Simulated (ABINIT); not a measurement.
Sr in ABINIT: convergence with smearing width

Input of the first run (smearing width 0.272 eV); the others differ in this setting and in those tied to it:

The input run.abi:

```
pp_dirpath "./"
pseudos "Sr.GGA_PBE-JTH.xml"

acell 4.2326078968 4.3554043093 4.3852784801 Angstrom
rprim
     0.0156170856     0.7134081573     0.7005746982
     0.7197111399     0.0017279682     0.6942714810
     0.7135140936     0.7006344099     0.0030102991
ntypat 1
znucl 38
natom 1
typat 1
xred
    -0.0100020000    -0.0043330000     0.0149740000
chkprim 0
chksymtnons 0
tolsym 1.0e-6

ecut 15.0
pawecutdg 30.0
pawxcdev 0

kptopt 1
ngkpt 8 8 8
nshiftk 1
shiftk 0.0 0.0 0.0

ixc 11

nband 9
occopt 3
tsmear 0.272 eV

nstep 100
tolvrs 1.0e-9

iomode 3
prtwf 0
prtden 0
prteig 0
prtebands 0
enunit 2
```

Potentials or basis: JTH PAW PBE v2.0.

The run is started by

```bash
$ abinit run.abi > log 2>&1
```

The cell isn't the ideal one: cell strained at random at fixed volume.

Hardware: 1 thread of Arm Neoverse V2, on a shared host.

Question: The values tried are 0.272 eV, 0.2 eV, 0.136 eV, 0.1 eV, 0.05 eV, 0.025 eV, 0.01 eV, loosest first. From which on does the energy stay within 1 meV/atom of the tightest run that finished?

Answer: From 0.05 eV on.

| smearing width | energy less the tightest run, at zero smearing (meV/atom) | pressure (GPa) | SCF cycles | CPU time (s) | peak memory (GiB) |
| --- | --- | --- | --- | --- | --- |
| 0.272 eV | 4.32 | -0.23 | 9 | 49 | 0.19 |
| 0.2 eV | 4.33 | -0.28 | 9 | 49 | 0.19 |
| 0.136 eV | 2.43 | -0.33 | 10 | 52 | 0.19 |
| 0.1 eV | 1.11 | -0.35 | 10 | 52 | 0.19 |
| 0.05 eV | -0.02 | -0.41 | 10 | 52 | 0.19 |
| 0.025 eV | -0.11 | -0.45 | 10 | 52 | 0.19 |
| 0.01 eV | 0.00 | -0.47 | 10 | 52 | 0.19 |

Against the tightest run, the pressure stays within 0.1 GPa from 0.05 eV on. Narrower smearing needs a denser k mesh, so at a fixed mesh the narrowest width isn't the most accurate. The tightest run that finished is the yardstick and may itself not be fully converged.
